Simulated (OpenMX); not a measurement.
Runs of OpenMX 3.8.5 on Hf. The structure is cubic, space group Pm-3m (No. 221). The conventional cell has a = 2.952 Å, b = 2.952 Å, c = 2.952 Å, α = 90.00°, β = 90.00°, γ = 90.00°. Hf (site symmetry m-3m) is surrounded by 6 Hf at 2.95 Å. The cell was built by a generator and needn't be a form met in nature.

```csv
cell,gap on the mesh (eV),pressure (GPa)
"Pm-3m, 25.73 Å³/atom",none,-2.7
"Pm-3m, 22.76 Å³/atom",none,(a)
"Pm-3m, 24.74 Å³/atom",none,-0.2
"Pm-3m, 23.75 Å³/atom",none,3.0
"Pm-3m, 21.77 Å³/atom",none,11.4
"Pm-3m, 26.72 Å³/atom",none,(b)
```

Alike in all rows: task single point; level PBE; potentials or basis OpenMX 2013 PBE set, Hf7.0-s3p2d2f1, grid cutoff 400 Ry; no spin polarisation; k mesh 7 × 7 × 7; smearing fermi-dirac 0.05 eV.

Question: Fill in the values left out.

Answer: (a) 6.8; (b) -4.7.

Caveats: the basis of atomic orbitals isn't converged, which shifts pressures, moduli and gaps.

A k mesh can miss the band edges, and the runs leave out spin-orbit coupling on Hf.

A gap of «none» marks a metal or a gap under the smearing width.
